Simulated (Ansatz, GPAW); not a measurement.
Given: the input of a run of GPAW 26.7.0 (ASE script) on Sb (Antimony). 

Contents of run.py:

```python
from ase import Atoms
from ase.dft.bandgap import bandgap
from ase.io import write
from ase.units import GPa
from gpaw import GPAW, PW

atoms = Atoms(['Sb', 'Sb'],
              cell=[[2.1542, 1.2437279499, 3.758],
                    [-2.1542, 1.2437279499, 3.758],
                    [0.0, -2.4874558998, 3.758]],
              scaled_positions=[[0.76651, 0.76651, 0.76651],
                                [0.23349, 0.23349, 0.23349]],
              pbc=True)

calc = GPAW(mode=PW(600),
            xc='PBE',
            kpts={'size': (8, 8, 8), 'gamma': True},
            occupations={'name': 'methfessel-paxton', 'order': 0, 'width': 0.016},
            nbands=25,
            convergence={'density': 1e-05, 'energy': 1e-05},
            maxiter=150,
            txt='gpaw.txt')
atoms.calc = calc
energy = atoms.get_potential_energy()
forces = atoms.get_forces()
stress = atoms.get_stress()
calc.write('gs.gpw')
write('result.traj', atoms)
print(f'Energy: {energy:.6f} eV')
print('Forces (eV/A):')
print(forces.round(4))
print('Stress (GPa):', (stress / GPa).round(3))
print('Fermi level:', round(calc.get_fermi_level(), 4), 'eV')
print(f'Gap: {bandgap(calc)[0]:.4f} eV, direct: {bandgap(calc, direct=True)[0]:.4f} eV')
```

Potentials or basis: GPAW PAW data sets (gpaw-data 1.2.1), pw.

Launch:

```sh
$ OMP_NUM_THREADS=1 python run.py
```

**Question.** What does the same run look like in Ansatz 0.2.0? Potentials or basis there: Ansatz PAW, cutoff 420 eV.

**Answer.** As run (cutoffs and basis follow the program's own potentials, and thresholds, step limits or extra output files can differ):

File input.yaml:

```yaml
crystal:
  lattice:
    - [2.1542, 1.2437279499, 3.758]
    - [-2.1542, 1.2437279499, 3.758]
    - [0.0, -2.4874558998, 3.758]
  atoms:
    - { symbol: Sb, position: [0.76651, 0.76651, 0.76651] }
    - { symbol: Sb, position: [0.23349, 0.23349, 0.23349] }
hamiltonian:
  xc: pbe
  pseudopotentials: { kind: paw }
kpoints:
  mp_grid: { grid: [8, 8, 8] }
scf:
  occupations: { method: gaussian, width: 0.016 }
output:
  forces: true
  stress: true
  eigenvalues: true
```

Potentials or basis: Ansatz PAW.

Command:

```bash
$ ansatz run input.yaml --threads 2 --pin off --max-ram 5632MiB --backend cpu --events-out ev --progress --plain --runs-dir out
```

Both were run:

|  | GPAW | Ansatz |
| --- | --- | --- |
| Pressure | 2.4 GPa | 2.7 GPa |
| Largest force | 0.125 eV/Å | 0.141 eV/Å |

Ansatz's pressure holds a Pulay term of +0.03 GPa for its cutoff of 420 eV, which the other run lacks.

Where Ansatz's input types no cutoff or centring, it takes its own default and a Γ-centred mesh.

Pressure is positive in compression.
